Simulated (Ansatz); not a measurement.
# W under changes of volume

One of the cells (16.731 Å³/atom); the others are scaled copies at fixed shape and fractional positions:

```xyz
1
Lattice="0.0000 2.0300 2.0300 2.0300 0.0000 2.0300 2.0300 2.0300 0.0000" Properties=species:S:1:pos:R:3 pbc="T T T"
W     0.0000    0.0000    0.0000
```

This isn't the form of W at room conditions, which is bcc.

```yaml
Program: Ansatz 0.2.0
Functional: LDA
Potentials_or_basis: all-electron LAPW, scalar-relativistic
Cutoff: 253 eV (chosen from the basis error)
Basis_error_allowed: 0.001 eV/atom
k_mesh: 11 × 11 × 11
Occupations: fermi-dirac, width 0.05 eV
Spin: no spin polarisation
```

```tsv
volume (Å³/atom)	energy over the lowest point (meV/atom)	pressure (GPa)
15.727	0.00	-0.2
16.062	7.10	-6.6
16.396	?	?
16.731	58.54	-17.6
17.065	100.31	-22.2
17.400	151.28	-26.4
17.735	210.42	-30.0
```

Problem. What does the run at 16.396 Å³/atom give?

Solution. Energy over the lowest point 27.06 meV/atom; pressure -12.4 GPa.

Worked out: A Birch-Murnaghan fit of order 3 (a polynomial in V^(-2/3)) to the other rows has its minimum at 15.73 Å³/atom, just outside them, with B0 = V·E''(V) = 327 GPa and B' = 4.4. It gives 27.03 meV/atom at 16.396 Å³/atom, against the run's 27.06, and -dE/dV = -12.4 GPa, against -12.4.

Energies are extrapolated to zero smearing.
